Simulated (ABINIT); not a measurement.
## A GW chain in ABINIT: AgCl (Fm-3m)

Aim: the G0W0 gap of AgCl (Fm-3m) on PBE, step by step.

Program: ABINIT 10.8.3. Level of theory: PBE and many-body steps on it, plane waves. Results are calculated unless marked as measured.

### Step 1. The starting structure

It takes space group Fm-3m (No. 225, cubic). Conventional cell: a = 5.597 Å, b = 5.597 Å, c = 5.597 Å, α = 90.00°, β = 90.00°, γ = 90.00°. Nearest to Ag lie 6 Cl at 2.80 Å. Nearest to Cl lie 6 Ag at 2.80 Å. Farther neighbours and most contacts between anions are not listed.

 The runs that relaxed it are not among those shown.

### Step 2. Ground state

This step: ABINIT 10.8.3; DFT, PBE, plane waves, norm-conserving pseudopotentials.

The ground-state density comes first.

The input, run.abi:

```
acell 3*1.0 Angstrom
rprim 
  0.000000000000 2.798500000000 2.798500000000
  2.798500000000 0.000000000000 2.798500000000
  2.798500000000 2.798500000000 -0.000000000000
ntypat 2
znucl 47 17
natom 2
typat 1 2
xred 
  0.000000000000 0.000000000000 0.000000000000
  0.500000000000 0.500000000000 0.500000000000
pp_dirpath "pseudos"
pseudos "Ag.upf, Cl.upf"
ecut 37
ngkpt 6 6 6
nshiftk 1
shiftk 0 0 0
kptopt 1
chksymbreak 0
nband 18
occopt 1
tolvrs 1e-10
nstep 60
prtwf 0
optforces 0
optstress 0
indata_prefix "in"
outdata_prefix "out"
tmpdata_prefix "tmp"
```

Command:

```sh
OMP_NUM_THREADS=1 mpirun -n 4 abinit run.abi > log
```

Numbers of over 12 decimals in the logs are rounded to 6 here.

The log of the run:

```text
.Version 10.8.3 of ABINIT. v10.8.2 released Aug 2026.

 Symmetries : space group Fm -3 m (#225); Bravais cF (face-center cubic)
================================================================================
 Values of the parameters that define the memory need of the present run
     intxc =       0    ionmov =       0      iscf =       7    lmnmax =       6
     lnmax =       6     mgfft =      45  mpssoang =       3    mqgrid =    3001
     natom =       2  nloc_mem =       1    nspden =       1   nspinor =       1
    nsppol =       1      nsym =      48    n1xccc =    2501    ntypat =       2
    occopt =       1   xclevel =       2
-    mband =          18        mffmem =           1         mkmem =           4
       mpw =        3198          nfft =       91125          nkpt =          16
================================================================================
  Rough estimation (10% accuracy) of disk space for files :
================================================================================

--------------------------------------------------------------------------------
------------- Echo of variables that govern the present computation ------------
--------------------------------------------------------------------------------
 -outvars: echo values of preprocessed input variables --------
            acell      1.8897261259E+00  1.8897261259E+00  1.8897261259E+00 Bohr

      chksymbreak           0
             ecut      3.70000000E+01 Hartree
-          fftalg         312

              ixc     -101130
              kpt      0.00000000E+00  0.00000000E+00  0.00000000E+00
                       1.66666667E-01  0.00000000E+00  0.00000000E+00
                       3.33333333E-01  0.00000000E+00  0.00000000E+00
                       5.00000000E-01  0.00000000E+00  0.00000000E+00
                       1.66666667E-01  1.66666667E-01  0.00000000E+00
                       3.33333333E-01  1.66666667E-01  0.00000000E+00
                       5.00000000E-01  1.66666667E-01  0.00000000E+00
                      -3.33333333E-01  1.66666667E-01  0.00000000E+00
                      -1.66666667E-01  1.66666667E-01  0.00000000E+00
   [... 5 further rows ...]
                      -3.33333333E-01  3.33333333E-01  1.66666667E-01
                      -3.33333333E-01  5.00000000E-01  1.66666667E-01
         kptrlatt        6    0    0      0    6    0      0    0    6
          kptrlen      4.48735498E+01
P           mkmem           4
            natom           2
            nband          18
            ngfft          45      45      45
             nkpt          16
            nstep          60
             nsym          48
           ntypat           2
              occ      2.000000  2.000000  2.000000  2.000000  2.000000  2.000000
                       2.000000  2.000000  2.000000  2.000000  2.000000  2.000000
                       2.000000  0.000000  0.000000  0.000000  0.000000  0.000000
        optforces           0
        optstress           0
            prtwf           0
            rprim      0.0000000000E+00  2.7985000000E+00  2.7985000000E+00
[...]
spgroup         225

           tolvrs      1.00000000E-10

             xred      0.0000000000E+00  0.0000000000E+00  0.0000000000E+00
[...]
znucl       47.00000   17.00000

================================================================================

 chkinp: Checking input parameters for consistency.

================================================================================
== DATASET  1 ==================================================================
-   mpi_nproc: 4, omp_nthreads: 1 (-1 if OMP is not activated)

--- !DatasetInfo
iteration_state: {dtset: 1, }
dimensions: {natom: 2, nkpt: 16, mband: 18, nsppol: 1, nspinor: 1, nspden: 1, mpw: 3198, }
cutoff_energies: {ecut:  37.0, pawecutdg:  -1.0, }
electrons: {nelect:   2.60000000E+01, charge:   0.00000000E+00, occopt:   1.00000000E+00, tsmear:   1.00000000E-02, }

 Real(R)+Recip(G) space primitive vectors, cartesian coordinates (Bohr,Bohr^-1):
 R(1)=  0.0000000  5.2883986  5.2883986  G(1)= -0.0945466  0.0945466  0.0945466
 R(2)=  5.2883986  0.0000000  5.2883986  G(2)=  0.0945466 -0.0945466  0.0945466
 R(3)=  5.2883986  5.2883986  0.0000000  G(3)=  0.0945466  0.0945466 -0.0945466
 Unit cell volume ucvol=  2.9580297E+02 bohr^3
 Angles (23,13,12)=  6.00000000E+01  6.00000000E+01  6.00000000E+01 degrees

 getcut: wavevector=  0.0000  0.0000  0.0000  ngfft=  45  45  45
         ecut(hartree)=     37.000   => boxcut(ratio)=   2.14856

--- Pseudopotential description ------------------------------------------------
- Ag Generated using ONCVPSP code by D. R. Hamann
- 47.00000  19.00000  171031                  znucl, zion, pspdat
12 -101130 2 -1 1538                          pspcod,pspxc,lmax,lloc,mmax
     nproj     2     2     2
  pspatm : epsatm=   27.55768671
         --- l  ekb(1:nproj) -->
[...]
pspatm: atomic psp has been read  and splines computed

- Cl Generated using ONCVPSP code by D. R. Hamann
- 17.00000   7.00000  171031                  znucl, zion, pspdat
12 -101130 2 -1 1028                          pspcod,pspxc,lmax,lloc,mmax
     nproj     2     2     2
  pspatm : epsatm=    9.12776517
         --- l  ekb(1:nproj) -->
[...]
2   -2.938609   -0.805455
 pspatm: atomic psp has been read  and splines computed

   9.53821749E+02                                ecore*ucvol(ha*bohr**3)
--------------------------------------------------------------------------------

_setup2: Arith. and geom. avg. npw (full set) are    3181.940    3181.927

================================================================================

--- !BeginCycle
iteration_state: {dtset: 1, }
solver: {iscf: 7, nstep: 60, nline: 4, wfoptalg: 0, }
tolerances: {tolvrs: 1.00E-10, }

     iter   Etot(hartree)      deltaE(h)  residm     vres2
 ETOT  1  -171.29835882219    -1.713E+02 1.857E-01 9.178E+01
 ETOT  2  -171.44674934223    -1.484E-01 1.287E-02 1.257E+01
 ETOT  3  -171.44830296770    -1.554E-03 4.030E-03 1.958E-01
 ETOT  4  -171.44830726321    -4.296E-06 7.957E-04 9.075E-02
 ETOT  5  -171.44830995215    -2.689E-06 1.818E-04 3.911E-02
 ETOT  6  -171.44831704049    -7.088E-06 3.676E-05 2.215E-04
 ETOT  7  -171.44831706569    -2.520E-08 1.901E-05 3.184E-06
 ETOT  8  -171.44831706604    -3.545E-10 2.775E-05 4.743E-08
 ETOT  9  -171.44831706604    -1.336E-12 2.044E-05 4.037E-10
 ETOT 10  -171.44831706605    -1.128E-11 3.083E-05 1.396E-12

 At SCF step   10       vres2   =  1.40E-12 < tolvrs=  1.00E-10 =>converged.

--- !ResultsGS
iteration_state: {dtset: 1, }
comment   : Summary of ground state results
lattice_vectors:
- [  0.0000000,   5.2883986,   5.2883986, ]
- [  5.2883986,   0.0000000,   5.2883986, ]
- [  5.2883986,   5.2883986,  -0.0000000, ]
lattice_lengths: [   7.47892,    7.47892,    7.47892, ]
lattice_angles: [ 60.000,  60.000,  60.000, ] # degrees, (23, 13, 12)
lattice_volume:   2.9580297E+02
convergence: {deltae: -1.128E-11, res2:  1.396E-12, residm:  3.083E-05, diffor:  0.000E+00, }
etotal    :  -1.71448317E+02
entropy   :   0.00000000E+00
fermie    :   1.58298910E-01
cartesian_stress_tensor: null
pressure_GPa: null
xred      :
- [  0.0000E+00,   0.0000E+00,   0.0000E+00, Ag]
- [  5.0000E-01,   5.0000E-01,   5.0000E-01, Cl]
cartesian_forces: null
force_length_stats: {min: null, max: null, mean: null, }

 Integrated electronic density in atomic spheres:
 ------------------------------------------------
 Atom  Sphere_radius  Integrated_density
    1        2.00000         16.36574778
    2        2.00000          5.02213111
================================================================================

 ----iterations are completed or convergence reached----

 Mean square residual over all n,k,spin=   13.789E-08; max=  30.829E-06
 reduced coordinates (array xred) for    2 atoms
       0.000000000000      0.000000000000      0.000000000000
       0.500000000000      0.500000000000      0.500000000000
 rms dE/dt=  0.0000E+00; max dE/dt=  0.0000E+00; dE/dt below (all hartree)
    1       0.000000000000      0.000000000000      0.000000000000
    2       0.000000000000      0.000000000000      0.000000000000

 cartesian coordinates (angstrom) at end:
    1      0.000000     0.000000     0.000000
    2      2.798500     2.798500     2.798500
 length scales=  1.889726125908  1.889726125908  1.889726125908 bohr
              =  1.000000000000  1.000000000000  1.000000000000 angstroms
 prteigrs : about to open file out_EIG
 Fermi (or HOMO) energy (hartree) =   0.15830   Average Vxc (hartree)=  -0.37062
 Eigenvalues (hartree) for nkpt=  16  k points:
 kpt#   1, nband= 18, wtk=  0.00463, kpt=  0.0000  0.0000  0.0000 (reduced coord)
  -3.13694   -1.79655   -1.79655   -1.79655   -0.39161    0.07252    0.07252    0.07252
   0.07399    0.07399    0.07734    0.07734    0.07734    0.19216    0.55220    0.55220
   0.55220    0.61640
 prteigrs : prtvol=0 or 1, do not print more k-points.

--- !EnergyTerms
iteration_state     : {dtset: 1, }
comment             : Components of total free energy in Hartree
kinetic             :  5.89171842531774E+01
hartree             :  5.10764654706895E+01
xc                  : -2.76625216626960E+01
Ewald energy        : -1.02567080173912E+02
psp_core            :  3.22451713795192E+00
local_psp           : -1.54626855878170E+02
non_local_psp       :  1.89973786905403E-01
total_energy        : -1.71448317066054E+02
total_energy_eV     : -4.66534637690782E+03
band_energy         : -1.67116656666293E+01

== END DATASET(S) ==============================================================
================================================================================

 -outvars: echo values of variables after computation  --------
           etotal     -1.7144831707E+02
            nband          18
             nkpt          16
          spgroup         225
 [... the other variables as echoed above ...]

 Calculation completed.
```

Elapsed: 13 s, on 4 MPI ranks of Arm Neoverse V1, shared host; peak memory 0.32 GiB; 50 s of CPU time.

Numbers from this step:

```yaml
total_energy: -4665.3464 eV
gap: 0.9214 eV
k_of_the_valence_top: 0.5, 0, 0
k_of_the_conduction_bottom: 0, 0, 0
least_direct_gap: 3.124 eV
```

The gap is indirect, with the least direct gap 2.20 eV higher.

### Step 3. Bands along the symmetry lines

Levels along a band path, at the cheap level, show where the edges lie and whether the meshes to come will hold them.

The input, run.abi:

```
acell 3*1.0 Angstrom
rprim 
  0.000000000000 2.798500000000 2.798500000000
  2.798500000000 0.000000000000 2.798500000000
  2.798500000000 2.798500000000 -0.000000000000
ntypat 2
znucl 47 17
natom 2
typat 1 2
xred 
  0.000000000000 0.000000000000 0.000000000000
  0.500000000000 0.500000000000 0.500000000000
pp_dirpath "pseudos"
pseudos "Ag.upf, Cl.upf"
ecut 37
iscf -2
irdden 1
kptopt 0
nkpt 50
kpt 
  0.00000000 0.00000000 0.00000000
  0.06250000 0.00000000 0.06250000
  0.12500000 0.00000000 0.12500000
  0.18750000 0.00000000 0.18750000
  0.25000000 0.00000000 0.25000000
  0.31250000 0.00000000 0.31250000
  0.37500000 0.00000000 0.37500000
  0.43750000 0.00000000 0.43750000
  0.50000000 0.00000000 0.50000000
  0.51562500 0.03125000 0.51562500
  0.53125000 0.06250000 0.53125000
  0.54687500 0.09375000 0.54687500
  0.56250000 0.12500000 0.56250000
  0.57812500 0.15625000 0.57812500
  0.59375000 0.18750000 0.59375000
  0.60937500 0.21875000 0.60937500
  0.62500000 0.25000000 0.62500000
  0.37500000 0.37500000 0.75000000
  0.32812500 0.32812500 0.65625000
  0.28125000 0.28125000 0.56250000
  0.23437500 0.23437500 0.46875000
  0.18750000 0.18750000 0.37500000
  0.14062500 0.14062500 0.28125000
  0.09375000 0.09375000 0.18750000
  0.04687500 0.04687500 0.09375000
  0.00000000 0.00000000 0.00000000
  0.06250000 0.06250000 0.06250000
  0.12500000 0.12500000 0.12500000
  0.18750000 0.18750000 0.18750000
  0.25000000 0.25000000 0.25000000
  0.31250000 0.31250000 0.31250000
  0.37500000 0.37500000 0.37500000
  0.43750000 0.43750000 0.43750000
  0.50000000 0.50000000 0.50000000
  0.50000000 0.46875000 0.53125000
  0.50000000 0.43750000 0.56250000
  0.50000000 0.40625000 0.59375000
  0.50000000 0.37500000 0.62500000
  0.50000000 0.34375000 0.65625000
  0.50000000 0.31250000 0.68750000
  0.50000000 0.28125000 0.71875000
  0.50000000 0.25000000 0.75000000
  0.50000000 0.21875000 0.71875000
  0.50000000 0.18750000 0.68750000
  0.50000000 0.15625000 0.65625000
  0.50000000 0.12500000 0.62500000
  0.50000000 0.09375000 0.59375000
  0.50000000 0.06250000 0.56250000
  0.50000000 0.03125000 0.53125000
  0.50000000 0.00000000 0.50000000
istwfk *1
nband 20
nbdbuf 2
tolwfr 1e-08
nstep 40
prtwf 0
prtvol 0
indata_prefix "in"
outdata_prefix "out"
tmpdata_prefix "tmp"
```

The log of the run:

```text
.Version 10.8.3 of ABINIT. v10.8.2 released Aug 2026.

 Symmetries : space group Fm -3 m (#225); Bravais cF (face-center cubic)
[... echo of the input left out ...]
== DATASET  1 ==================================================================
-   mpi_nproc: 4, omp_nthreads: 1 (-1 if OMP is not activated)

--- !DatasetInfo
iteration_state: {dtset: 1, }
dimensions: {natom: 2, nkpt: 50, mband: 20, nsppol: 1, nspinor: 1, nspden: 1, mpw: 3218, }
cutoff_energies: {ecut:  37.0, pawecutdg:  -1.0, }
electrons: {nelect:   2.60000000E+01, charge:   0.00000000E+00, occopt:   1.00000000E+00, tsmear:   1.00000000E-02, }

 Real(R)+Recip(G) space primitive vectors, cartesian coordinates (Bohr,Bohr^-1):
 R(1)=  0.0000000  5.2883986  5.2883986  G(1)= -0.0945466  0.0945466  0.0945466
 R(2)=  5.2883986  0.0000000  5.2883986  G(2)=  0.0945466 -0.0945466  0.0945466
 R(3)=  5.2883986  5.2883986  0.0000000  G(3)=  0.0945466  0.0945466 -0.0945466
 Unit cell volume ucvol=  2.9580297E+02 bohr^3
 Angles (23,13,12)=  6.00000000E+01  6.00000000E+01  6.00000000E+01 degrees

 getcut: wavevector=  0.0000  0.0000  0.0000  ngfft=  45  45  45
         ecut(hartree)=     37.000   => boxcut(ratio)=   2.14856

--- Pseudopotential description ------------------------------------------------
- Ag Generated using ONCVPSP code by D. R. Hamann
- 47.00000  19.00000  171031                  znucl, zion, pspdat
12 -101130 2 -1 1538                          pspcod,pspxc,lmax,lloc,mmax
     nproj     2     2     2
  pspatm : epsatm=   27.55768671
         --- l  ekb(1:nproj) -->
             0    9.557566   -0.414742
             1    3.443234   -0.133519
             2   -1.597169   -0.391124
 pspatm: atomic psp has been read  and splines computed

- Cl Generated using ONCVPSP code by D. R. Hamann
- 17.00000   7.00000  171031                  znucl, zion, pspdat
12 -101130 2 -1 1028                          pspcod,pspxc,lmax,lloc,mmax
     nproj     2     2     2
  pspatm : epsatm=    9.12776517
         --- l  ekb(1:nproj) -->
[...]
pspatm: atomic psp has been read  and splines computed

--------------------------------------------------------------------------------

================================================================================
 prteigrs : about to open file out_EIG
 Non-SCF case, kpt    1 (  0.00000  0.00000  0.00000), residuals and eigenvalues=
  6.50E-09  2.01E-09  2.36E-09  5.25E-09  5.19E-09  3.33E-09  5.59E-09  7.88E-09
  2.59E-09  6.21E-09  2.75E-09  4.59E-09  6.35E-09  9.55E-09  4.06E-09  4.29E-09
  3.21E-09  6.61E-09  2.40E-07  3.48E-06
 -3.1369E+00 -1.7966E+00 -1.7966E+00 -1.7966E+00 -3.9161E-01  7.2520E-02
  7.2520E-02  7.2520E-02  7.3991E-02  7.3991E-02  7.7341E-02  7.7341E-02
  7.7341E-02  1.9216E-01  5.5220E-01  5.5220E-01  5.5220E-01  6.1640E-01
  6.4254E-01  6.4255E-01
 Non-SCF case, kpt    2 (  0.06250  0.00000  0.06250), residuals and eigenvalues=
[...]
6.3492E-01  6.5400E-01
 Non-SCF case, kpt    3 (  0.12500  0.00000  0.12500), residuals and eigenvalues=
[...]
5.83E-09  7.78E-09  2.43E-04  1.16E-05
[...]
6.5876E-01  6.7331E-01
[...]
Non-SCF case, kpt   49 (  0.50000  0.03125  0.53125), residuals and eigenvalues=
[...]
6.9701E-01  6.9861E-01
 Non-SCF case, kpt   50 (  0.50000  0.00000  0.50000), residuals and eigenvalues=
[...]
5.1534E-02  5.1534E-02  6.1450E-02  8.0462E-02  8.9137E-02  8.9137E-02
  9.1640E-02  2.4736E-01  4.5264E-01  4.7269E-01  5.7679E-01  5.7679E-01
  6.9787E-01  6.9941E-01

--- !ResultsGS
iteration_state: {dtset: 1, }
comment   : Summary of ground state results
lattice_vectors:
- [  0.0000000,   5.2883986,   5.2883986, ]
- [  5.2883986,   0.0000000,   5.2883986, ]
- [  5.2883986,   5.2883986,  -0.0000000, ]
lattice_lengths: [   7.47892,    7.47892,    7.47892, ]
lattice_angles: [ 60.000,  60.000,  60.000, ] # degrees, (23, 13, 12)
lattice_volume:   2.9580297E+02
convergence: {deltae:  0.000E+00, res2:  0.000E+00, residm:  9.995E-09, diffor:  0.000E+00, }
etotal    :  -1.71448317E+02
entropy   :   0.00000000E+00
fermie    :   1.58298910E-01
cartesian_stress_tensor: null
pressure_GPa: null
xred      :
- [  0.0000E+00,   0.0000E+00,   0.0000E+00, Ag]
- [  5.0000E-01,   5.0000E-01,   5.0000E-01, Cl]
cartesian_forces: null
force_length_stats: {min: null, max: null, mean: null, }

 Integrated electronic density in atomic spheres:
 ------------------------------------------------
 Atom  Sphere_radius  Integrated_density
[...]
================================================================================

 ----iterations are completed or convergence reached----

 Mean square residual over all n,k,spin=   51.030E-10; max=  99.953E-10
 reduced coordinates (array xred) for    2 atoms
       0.000000000000      0.000000000000      0.000000000000
       0.500000000000      0.500000000000      0.500000000000

 cartesian coordinates (angstrom) at end:
[...]
length scales=  1.889726125908  1.889726125908  1.889726125908 bohr
              =  1.000000000000  1.000000000000  1.000000000000 angstroms
 prteigrs : about to open file out_EIG
 Eigenvalues (hartree) for nkpt=  50  k points:
 kpt#   1, nband= 20, wtk=  1.00000, kpt=  0.0000  0.0000  0.0000 (reduced coord)
[...]
kpt#   2, nband= 20, wtk=  1.00000, kpt=  0.0625  0.0000  0.0625 (reduced coord)
[...]
kpt#   3, nband= 20, wtk=  1.00000, kpt=  0.1250  0.0000  0.1250 (reduced coord)
[...]
kpt#  49, nband= 20, wtk=  1.00000, kpt=  0.5000  0.0313  0.5313 (reduced coord)
[...]
0.57114    0.57858    0.69701    0.69861
 kpt#  50, nband= 20, wtk=  1.00000, kpt=  0.5000  0.0000  0.5000 (reduced coord)
  -3.13695   -1.79664   -1.79659   -1.79659   -0.37604    0.00706    0.05153    0.05153
   0.06145    0.08046    0.08914    0.08914    0.09164    0.24736    0.45264    0.47269
   0.57679    0.57679    0.69787    0.69941

== END DATASET(S) ==============================================================
================================================================================

 -outvars: echo values of variables after computation  --------
            nband          20
             nkpt          50
          spgroup         225
 [... the other variables as echoed above ...]

 Calculation completed.
```

Wall time 18 s (4 MPI ranks); peak memory 0.3 GiB; 72 s of CPU time.

This step gave:

```yaml
gap: 0.9214 eV
k_of_the_valence_top: 0.5, 0.5, 0.5
k_of_the_conduction_bottom: 0, 0, 0
least_direct_gap: 2.906 eV
```

The gap is 0.921 eV, as in the run before at this level.

The electronic bands at the labelled points (eV, zero at the top of the highest filled band):

| point | band 10 | band 11 | band 12 | band 13 | band 14 | band 15 | band 16 | band 17 |
| --- | --- | --- | --- | --- | --- | --- | --- | --- |
| Γ | -2.29 | -2.20 | -2.20 | -2.20 | 0.92 | 10.72 | 10.72 | 10.72 |
| halfway | -2.21 | -1.69 | -1.69 | -1.28 | 3.37 | 7.39 | 8.77 | 10.11 |
| X | -2.12 | -1.88 | -1.88 | -1.81 | 2.42 | 8.01 | 8.55 | 11.39 |
| halfway | -1.90 | -1.85 | -1.71 | -1.69 | 2.77 | 7.85 | 8.41 | 10.80 |
| U | -1.94 | -1.77 | -1.59 | -0.99 | 3.61 | 7.25 | 8.09 | 9.71 |
| jump to K | -1.94 | -1.77 | -1.59 | -0.99 | 3.61 | 7.25 | 8.09 | 9.71 |
| halfway | -2.06 | -1.64 | -1.64 | -0.23 | 3.72 | 7.32 | 8.09 | 8.76 |
| Γ | -2.29 | -2.20 | -2.20 | -2.20 | 0.92 | 10.72 | 10.72 | 10.72 |
| halfway | -2.17 | -1.92 | -0.76 | -0.76 | 2.91 | 7.80 | 9.14 | 9.14 |
| L | -1.99 | -1.69 | 0.00 | 0.00 | 4.31 | 6.39 | 7.67 | 7.67 |
| halfway | -1.99 | -1.75 | -0.95 | -0.46 | 4.92 | 5.71 | 8.06 | 8.48 |
| W | -1.91 | -1.89 | -1.88 | -1.12 | 4.16 | 7.87 | 7.87 | 7.97 |
| halfway | -1.90 | -1.88 | -1.86 | -1.40 | 3.11 | 7.84 | 8.28 | 9.66 |
| X | -2.12 | -1.88 | -1.88 | -1.81 | 2.42 | 8.01 | 8.55 | 11.39 |

(Part 1 of 2 ends here.)

[Paths, hosts, dates, memory and timing lines, banners, echoed tables and standing remarks are left out of the program output.]

[Logs are printed without paths, hosts, clocks, repeated set-up lines and the standing remarks that a program may print on its own settings, such as how far it seeks lower states.]

[Runs of the session that timed out or met a known fault of the program may be left out.]

[Hosts, paths, dates, database ids (printed as entryN), source tags and the programs' standing remarks are cut or masked in the printed files.]

[G0W0 gaps are taken among the corrected bands and points alone; a level outside them can change the order at an edge.]

[Where Ansatz stands beside ABINIT at settings called matched, ABINIT's density can come from a denser mesh and the files from another edition; pairs whose starting gaps differed by over 0.03 eV were left out, so agreement reads better than it is.]
